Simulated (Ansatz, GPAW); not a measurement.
# A Pd chain with one Al atom in line: relaxation, then transmission at several levels, part 2 of 4

Aim: the conductance of a Pd chain with one Al atom in line after relaxation, and whether geometry, basis or functional moves it most.

GPAW 26.7.0 and Ansatz 0.2.0; Ansatz plane waves; relaxation of the junction with the lead ends held; PAW set soft_1 (the session's first sound run).

So far. Step 2 (Relaxation): The relaxation lowered the energy of the cell by 0.273 eV.

**3. Plane waves, PBE**

A plane-wave run comes first: its basis does not favour the atoms, so it serves as the reference for the orbital bases.

This step: Ansatz plane waves; Landauer transmission by layers, zero bias; PAW set soft_1 (Ansatz 0.2.0).

input.yaml reads:

```yaml
crystal:
  lattice:
    - [9.0, 0.0, 0.0]
    - [0.0, 9.0, 0.0]
    - [0.0, 0.0, 42.2938]
  atoms:
    - { symbol: Pd, position: [0.5, 0.5, 0.0295551594] }
    - { symbol: Pd, position: [0.5, 0.5, 0.0886654782] }
    - { symbol: Pd, position: [0.5, 0.5, 0.1477757969] }
    - { symbol: Pd, position: [0.5, 0.5, 0.2068861157] }
    - { symbol: Pd, position: [0.5, 0.5, 0.2659964345] }
    - { symbol: Pd, position: [0.5, 0.5, 0.3251067532] }
    - { symbol: Pd, position: [0.5168049436, 0.4897389281, 0.385814364] }
    - { symbol: Pd, position: [0.4647008863, 0.5216567478, 0.4511228881] }
    - { symbol: Al, position: [0.5010800767, 0.4973309183, 0.5045921212] }
    - { symbol: Pd, position: [0.5564516927, 0.4575805074, 0.5568803364] }
    - { symbol: Pd, position: [0.4584125556, 0.5297056316, 0.6156142611] }
    - { symbol: Pd, position: [0.5, 0.5, 0.6748932468] }
    - { symbol: Pd, position: [0.5, 0.5, 0.7340035655] }
    - { symbol: Pd, position: [0.5, 0.5, 0.7931138843] }
    - { symbol: Pd, position: [0.5, 0.5, 0.8522242031] }
    - { symbol: Pd, position: [0.5, 0.5, 0.9113345218] }
    - { symbol: Pd, position: [0.5, 0.5, 0.9704448406] }
kpoints:
  mp_grid: { grid: [1, 1, 2] }
hamiltonian:
  xc: pbe
  pseudopotentials: { kind: paw, azcp: { folder: soft_1 } }
scf:
  occupations: { method: fermi_dirac, width: 0.1 }
output:
  transmission:
    leads: [[0, 1]]
    e_range: [-2, 2]
    de: 0.025
    kmesh: [1, 1]
    reduced_basis: true
  write_potential: true
  write_density: true
  volumetric_format: npy
```

Command:

```sh
$ ansatz run input.yaml --threads 4 --pin off --max-ram 8192MiB --backend cpu --events-out ev --progress --plain --runs-dir out
```

Numbers of over 12 decimals in the logs are rounded to 6 here.

What it wrote:

```text
[...]
Crystal: 17 atoms, lattice volume = 3425.798 Å³
Basis set: ecut = 420 eV, 66937 PW (Γ)
Bands: 175, of which v1, the nominal top of the filled ones, is band 146 counted from 1 (145 counted from 0)
Symmetry: 1 space group operations
[...]
k-points: 2
[...]
SCF iter   1: F=—  HF=-112080.916458 eV  |F-HF|=—  |Δ(HF+E_count)|=         —  Δρ=4.60e-2  dr2=1.31e2  ethr=3.10e-3  ⟨swp⟩=10.5  Hψ=1751  notcnv=0
[...]
SCF iter  16: F=-112064.741169 eV  HF=-112064.741170 eV  |F-HF|=7.15e-8  |Δ(HF+E_count)|=   2.08e-8  Δρ=1.05e-6  dr2=8.38e-8  ethr=3.44e-11  ⟨swp⟩=40.0  Hψ=1455  notcnv=0
SCF 1 converged in 16 iterations: F = -112064.741169 eV  dr2 = 8.38e-8
[...]
transmission: 53 of 318 steps passed
transmission: 106 of 318 steps passed
[...]
transmission: 318 of 318 steps passed
WARN: The output density's exchange-correlation potential varies sharply where the density is thin. Do not read a vacuum level from v_tot or v_xc, or from such a field of the output density. On a cell that repeats whose density bears no net charge and no dipole along the vacuum's axis use v_es (v_loc + v_h of the components); under efield.dipole_correction with no amplitude use v_es + v_field, which holds any externa [...]
SCF converged after 16 iterations
Free energy (F): -112064.741169 eV
[...]
Internal energy: -112063.158229 eV  (E = F + TS)
E sigma→0 (E₀):  -112063.949699 eV
Entropy (-TS):   -1.582940 eV (-93.114 meV/atom)
Fermi energy:    -3.407412 eV
[...]
--- Band table (eV) ---
  k-point 0: bands = [... 142 lower, -3.5125, -3.4382, -3.4347, -3.4178, -3.3995, -3.3654, -3.3080, -3.3045, ... 25 higher]
  k-point 1: bands = [... 142 lower, -3.5414, -3.4984, -3.4248, -3.4109, -3.3720, -3.3081, -3.3066, -3.2865, ... 25 higher]
--- Transmission ---
  basis      : 717 plane waves across, 53 finite elements along
  points     : 1, standing for a mesh of 1 x 1
  filling    : by the input's occupations and mesh, since the crystals that have channels conduct as metals do. If one of these is a semiconductor, that mesh has misplaced its level
  energies   : 161 from -2.000000 to 2.000000 eV about the Fermi level, 0.025000 eV apart; the leads are filled to 0.000000 eV, and channels, transmission and decay are at 0.000000 eV
  crystal 0  : Pd1, at the sites [0, 1], period 2.5000 Å, over 30.00 Å; its Hamiltonian steps by up to 1.3 meV
    offset         : up to 0.0000 Å between an atom of the period and one for which it stands
    filled         : 10.7 meV under the level at which it is neutral
    channels       : 4.000000e0 a spin
    conductance    : 3.8152e14 S/m² at 300 K; may be off by some 0.0 % by where its bands' edges are placed, 0.1 % from the distance to neutral
  junction   : crystal 0 to crystal 0, 0.70 to 40.49 Å
    transmission   : 9.784501e-1 a spin
    error estimate : 2.904689e-4 a spin from the reduction of the transverse basis, at the most 4.667415e-3 at -1.625000 eV
    conductance    : 9.2826e13 S/m² at 300 K (9.2915e13 on every other energy)
    error estimate : 0.1 % from the energy spacing and 0.0 % from band edges of the leads and from resonances (wavevectors taken as independent; lower de), 0.1 % from the reduction of the transverse basis, 0.1 % from the steps of its leads' Hamiltonians or their offsets (lay more layers), 0.4 % from the distance to neutral
    resistance     : 8.1514e-3 Ω µm² beyond half of each lead's own
```

It took 2 min on 4 threads of Intel Xeon Platinum 8488C (Sapphire Rapids), shared host; peak memory 5.3 GiB.

This step gave:

* free energy: -112064.7412 eV
* lead level: 0 eV from the Fermi level
* transmission at the Fermi level (one spin): 0.9785
* open channels of the lead at the Fermi level (one spin): 4
* step of the potential along the lead: 1.3 meV
* offset of the lead: 0 Å
* filling of the lead less its bulk value, in size: 10.7 meV
* conductance: 0.9704 G₀

One spin. Transmission, zone mean against energy, zero at the Fermi level:

```
energy (eV)  transmission, zone mean
     -2.000                    0.496
     -1.900                    0.390
     -1.800                    0.431
     -1.700                     1.27
     -1.600                     1.48
     -1.575                     1.50
     -1.500                     1.38
     -1.400                     1.09
     -1.300                     1.07
     -1.200                     1.21
     -1.100                     1.25
     -1.000                     1.15
     -0.900                    0.748
     -0.800                    0.495
     -0.700                    0.364
     -0.600                    0.164
     -0.500                    0.705
     -0.400                    0.163
     -0.300                    0.294
     -0.200                    0.617
     -0.100                    0.894
      0.000                    0.978
      0.075                    0.988
      0.100                    0.988
      0.200                    0.986
      0.300                    0.976
      0.400                    0.961
      0.500                    0.942
      0.600                    0.918
      0.700                    0.890
      0.800                    0.859
      0.900                    0.827
      1.000                    0.794
      1.100                    0.760
      1.200                    0.725
      1.300                    0.688
      1.400                    0.647
      1.500                    0.601
      1.600                    0.544
      1.700                    0.470
      1.800                    0.366
      1.900                    0.216
      2.000                   0.0396
```

One spin. The open channels, zone mean by energy, zero at the Fermi level:

energy (eV), open channels, zone mean and a bar from the least value:
```
   -2.000       3.00 ###############
   -1.800       3.00 ###############
   -1.600       3.00 ###############
   -1.400       3.00 ###############
   -1.200       3.00 ###############
   -1.000       5.00 ##############################
   -0.800       5.00 ##############################
   -0.600       5.00 ##############################
   -0.400       4.00 ######################
   -0.200       4.00 ######################
    0.000       4.00 ######################
    0.200       1.00 
    0.400       1.00 
    0.600       1.00 
    0.800       1.00 
    1.000       1.00 
    1.200       1.00 
    1.400       1.00 
    1.600       1.00 
    1.800       1.00 
    2.000       1.00
```

Crystal 0, spin -, k parallel (0, 0); distinct values, listed up to 1.5 1/Å. Im kz of the slowest decaying states against energy, zero at the Fermi level:

| energy (eV) | decay 1 (Å⁻¹) | decay 2 (Å⁻¹) | decay 3 (Å⁻¹) | decay 4 (Å⁻¹) |
| --- | --- | --- | --- | --- |
| -2.0000 | 0.728 | 0.818 | 0.819 | 1.35 |
| -1.7500 | 0.665 | 0.702 | 0.703 | 1.33 |
| -1.5000 | 0.542 | 0.543 | 0.595 | 1.30 |
| -1.2500 | 0.242 | 0.244 | 0.515 | 1.28 |
| -1.0000 | 0.418 | 1.25 | 1.26 | 1.37 |
| -0.7500 | 0.290 | 1.23 | 1.23 | 1.34 |
| -0.5000 | 0.266 | 0.266 | 1.20 | 1.21 |
| -0.2500 | 0.519 | 0.519 | 1.18 | 1.18 |
| 0.0000 | 0.656 | 0.656 | 1.15 | 1.15 |
| 0.2500 | 0.118 | 0.118 | 0.143 | 0.751 |
| 0.5000 | 0.205 | 0.205 | 0.266 | 0.825 |
| 0.7500 | 0.255 | 0.256 | 0.347 | 0.884 |
| 1.0000 | 0.289 | 0.289 | 0.411 | 0.933 |
| 1.2500 | 0.311 | 0.311 | 0.464 | 0.974 |
| 1.5000 | 0.324 | 0.324 | 0.509 | 0.957 |
| 1.7500 | 0.330 | 0.330 | 0.548 | 0.921 |
| 2.0000 | 0.327 | 0.327 | 0.582 | 0.884 |

Crystal 0, spin -, k parallel (0, 0). The Re kz of states that move upwards by energy, zero at the Fermi level:

```csv
energy (eV),channel 1 (Å⁻¹),channel 2 (Å⁻¹),channel 3 (Å⁻¹),channel 4 (Å⁻¹),channel 5 (Å⁻¹)
-2.000,-0.781,-0.781,0.603,-,-
-1.800,-0.711,-0.711,0.637,-,-
-1.600,-0.646,-0.646,0.672,-,-
-1.400,-0.586,-0.586,0.707,-,-
-1.200,-0.527,-0.527,0.744,-,-
-1.000,-0.470,-0.470,0.486,0.486,0.783
-0.800,-0.413,-0.413,0.750,0.750,0.826
-0.600,-0.355,-0.355,0.873,1.10,1.10
-0.400,-0.294,-0.293,0.204,0.927,-
-0.200,-0.226,-0.226,0.335,0.993,-
0.000,-0.141,-0.140,0.425,1.08,-
0.200,0.497,-,-,-,-
0.400,0.557,-,-,-,-
0.600,0.609,-,-,-,-
0.800,0.655,-,-,-,-
1.000,0.695,-,-,-,-
1.200,0.732,-,-,-,-
1.400,0.765,-,-,-,-
1.600,0.796,-,-,-,-
1.800,0.825,-,-,-,-
2.000,0.853,-,-,-,-
```

The electrostatic potential energy of an electron (with the applied field's), less the Fermi level, planar mean oscillates, so the rows of the table below give means over windows of 2.5 Å about each position, cut where the curve ends. Its first 14 maxima inside the range that stand out by 2 % of the span (Å: eV): 2.5: 5.04, 5.0: 5.04, 7.5: 5.03, 10.0: 5.02, 12.5: 5.00, 15.0: 4.94, 17.6: 4.77, 20.1: 4.43, 22.5: 4.37, 24.8: 4.69, 27.3: 4.92, 29.8: 5.00, 32.3: 5.02, 34.8: 5.03. Its first 14 minima: 1.3: 3.38, 3.8: 3.38, 6.3: 3.37, 8.8: 3.36, 11.3: 3.34, 13.8: 3.30, 16.3: 3.14, 19.1: 3.01, 21.6: 3.66, 23.5: 3.02, 26.0: 3.16, 28.5: 3.30, 31.0: 3.34, 33.5: 3.36.

Electrostatic potential energy of an electron (with the applied field's), less the Fermi level, planar mean against z; means over each step:

```csv
z (Å),"electrostatic potential energy of an electron (with the applied field's), less the Fermi level, planar mean (eV)"
1.25,4.26
3.75,4.26
6.25,4.26
8.75,4.25
11.25,4.23
13.75,4.19
16.25,4.05
18.75,3.92
21.25,3.96
23.75,3.88
26.25,4.07
28.75,4.19
31.25,4.23
33.75,4.25
36.25,4.26
38.75,4.26
41.25,4.14
```

The valence density, planar mean oscillates, so the rows of the table below give means over windows of 2.5 Å about each position, cut where the curve ends. Its first 14 maxima inside the range that stand out by 2 % of the span (Å: e/Å³): 1.3: 0.213, 3.8: 0.213, 6.3: 0.214, 8.8: 0.214, 11.3: 0.214, 13.8: 0.215, 16.3: 0.216, 19.1: 0.216, 23.5: 0.215, 26.0: 0.215, 28.5: 0.214, 31.0: 0.214, 33.5: 0.214, 36.0: 0.214. Its first 14 minima: 2.5: 0.0148, 5.0: 0.0148, 7.5: 0.0149, 10.0: 0.0149, 12.5: 0.0149, 15.0: 0.0136, 17.8: 0.00963, 21.3: 0.0117, 24.8: 0.0137, 27.3: 0.0146, 29.8: 0.0149, 32.3: 0.0149, 34.8: 0.0148, 37.3: 0.0148.

Table of valence density, planar mean by z; means over each step:

```
z (Å)  valence density, planar mean (e/Å³)
 1.25                               0.0889
 3.75                               0.0889
 6.25                               0.0889
 8.75                               0.0889
11.25                               0.0889
13.75                               0.0888
16.25                               0.0883
18.75                               0.0882
21.25                               0.0160
23.75                               0.0902
26.25                               0.0891
28.75                               0.0889
31.25                               0.0889
33.75                               0.0889
36.25                               0.0889
38.75                               0.0889
41.25                                0.101
```

T at the Fermi level is 0.978 of 4 open channels a spin.

(Continued in part 3 of 4.)

[Logs are printed without paths, hosts, clocks, repeated set-up lines and the standing remarks that a program may print on its own settings, such as how far it seeks lower states.]

[Hosts, paths, dates, database ids (printed as entryN), source tags and the programs' standing remarks are cut or masked in the printed files.]
